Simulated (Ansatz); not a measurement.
Theory: DFT PBE, scalar-relativistic, plane waves, PAW (Ansatz). Settings: cutoff 420 eV, Γ-centred meshes spaced at most about 0.3 Å⁻¹, and about 0.25 Å⁻¹ or finer for metals (2π included), Gaussian smearing. No spin polarisation in the final relaxations.

Temperature and zero-point effects are left out.

Compare these two cells of SnGe₂, each relaxed at this level.

A.

```
Sn Ge
1.0
     4.29214    0.00000    0.00000
    -2.14607    3.71711    0.00000
     0.00000    0.00000   10.53268
Sn Ge
2 4
Direct
  0.00000 0.00000 0.86359
  0.00000 0.00000 0.13641
  0.33333 0.66667 0.53631
  0.66667 0.33333 0.22660
  0.66667 0.33333 0.46369
  0.33333 0.66667 0.77340
```

B.

```
Sn Ge
1.0
    -2.72130    2.72130    4.53148
     2.72130   -2.72130    4.53148
     2.72130    2.72130   -4.53148
Sn Ge
2 4
Direct
  0.92468 0.42468 0.50000
  0.57532 0.07532 0.50000
  0.25000 0.75000 0.50000
  0.68348 0.68348 0.00000
  0.31652 0.31652 0.00000
  0.00000 0.00000 0.00000
```

Question: Which would you expect to be lower, and how large is the difference?

Answer: A is lower, by 157 meV/atom. A has Sn and Ge ordered on diamond sites, space group P-3m1 (No. 164), 28.0 Å³/atom and no gap on its mesh; B has space group I-4m2 (No. 119), 22.4 Å³/atom and no gap. Counting Ge atoms around Sn (those within 1.25 times the shortest such distance or 1.15 times the sum of covalent radii; a plus sign parts nearer from farther groups), A has Sn 3 and B has Sn 5+4. The lower one is the more open, so pressure narrows the difference. Even the lower one lies +0.04 eV/atom against the reference forms of the elements (uncorrected), so neither is stable at this level. In A, around Sn lie 3 Ge at 2.65 Å and 1 Sn at 2.87 Å; around Ge on its first site lie 4 Ge at 2.50–2.59 Å; Ge on its second site has 1 Ge at 2.50 Å and 3 Sn at 2.65 Å. In B, Sn has 5 Ge at 2.81–2.95 Å, 1 Sn at 3.17 Å and 4 Ge at 3.49–3.59 Å; Ge on a site of symmetry -4m2 has 4 Ge at 2.79 Å and 2 Sn at 2.95 Å; Ge on a site of symmetry 2mm is surrounded by 3 Ge at 2.79–2.87 Å, 2 Sn at 2.89 Å, 1 Ge at 3.33 Å and 4 Sn at 3.49–3.59 Å; 1 more site not described. Both come from invented guesses.

The zero gap of P-3m1 may come from the functional, which often closes small gaps. Cells relaxed within their symmetry can be saddle points.

The preference for A reflects the strength of directional covalent bonding in group 14. With four valence electrons per atom, a tetrahedral network can fill its sp³ bonding states and leave the antibonding ones essentially empty. B packs the atoms more tightly but gives up short two-centre bonds: its nearest Ge–Ge contacts are 2.79–2.87 Å, against 2.50–2.59 Å in A. These longer contacts suggest weaker, more delocalised bonding, akin to that in the dense metallic forms of Ge and Sn, and the extra neighbours don't make up for the loss.

A's small positive energy against the elements fits the poor mutual solubility of Ge and Sn. Size mismatch is the probable cause: layers sharing one in-plane lattice must stretch some Ge–Ge bonds, while the similar electronegativities offer little ionic stabilisation in return. The comparison therefore supports an open tetrahedral framework over this particular dense one, but not the specific layer sequence in A, since no other ordering on the diamond sites was compared.
